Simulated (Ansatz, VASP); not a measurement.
## Two plane-wave programs on MgSi

File INCAR:

```
ALGO = Normal
EDIFF = 1E-7
EDIFFG = -0.05
ENCUT = 600
GGA = PS
IBRION = 2
ISIF = 3
ISMEAR = 0
LASPH = T
LCHARG = F
LREAL = F
LWAVE = F
NELM = 80
NSW = 80
PREC = Accurate
SIGMA = 0.1
```

The input KPOINTS:

```
k-points
0
Gamma
  6 6 6
```

POSCAR

```
MgSi
1.0
    2.0488265573     -4.8822806654      0.0000000000
    2.0488265573      4.8822806654      0.0000000000
    0.0000000000      0.0000000000      3.5373079147
Mg Si
2 2
Direct
    0.6395288177      0.3604711823      0.2500000000
    0.3604711823      0.6395288177      0.7500000000
    0.9307758872      0.0692241128      0.2500000000
    0.0692241128      0.9307758872      0.7500000000
```

Input for Ansatz:

```yaml
crystal:
  lattice:
    - [2.0488265573, -4.8822806654, 0.0]
    - [2.0488265573, 4.8822806654, 0.0]
    - [0.0, 0.0, 3.5373079147]
  atoms:
    - { symbol: Mg, position: [0.6395288177, 0.3604711823, 0.25] }
    - { symbol: Mg, position: [0.3604711823, 0.6395288177, 0.75] }
    - { symbol: Si, position: [0.9307758872, 0.0692241128, 0.25] }
    - { symbol: Si, position: [0.0692241128, 0.9307758872, 0.75] }
basis:
  ecutwfc: 420
kpoints:
  mp_grid: { grid: [6, 6, 6] }
hamiltonian:
  xc: pbesol
scf:
  occupations: { method: gaussian, width: 0.1 }
output:
  forces: true
  stress: true
  eigenvalues: true
relax:
  adjacent_minimum: "off"
  f_tol: 0.05
  max_steps: 60
  cell: { stress_tol: 0.5 }
```

Alike in both runs: task relaxation of cell and atoms; functional PBEsol; k mesh 6 × 6 × 6; occupations gaussian, width 0.1 eV; no spin polarisation.

|  | VASP | Ansatz |
| --- | --- | --- |
| version | VASP 6.6.1 | Ansatz 0.2.0 |
| potentials or method | VASP PAW PBE potentials, release 64 (Mg, Si) | scalar-relativistic, plane waves, PAW |
| plane-wave cutoff (eV) | 600 | 420 |
| valence electrons in the cell | 12 | 28 |

```tsv
	VASP	Ansatz	Ansatz less VASP
gap on the k mesh at the Fermi level, each at its own relaxed structure (eV)	none	none	-
relaxed volume (Å³/atom)	18.50	18.53	+0.028
relaxed cell length with the largest relative difference (Å)	5.306	5.318	+0.0119
energy change over the relaxation (meV/atom)	-68	-68	+0.2
```

A gap of «none» marks a metal or a gap that the smearing closes. The two sets of potentials don't hold the same shells in valence.

Caveats: the PAW data sets were made with another functional, which shifts forces and pressure a little (VASP). Zero-point motion and thermal expansion aren't in these numbers.
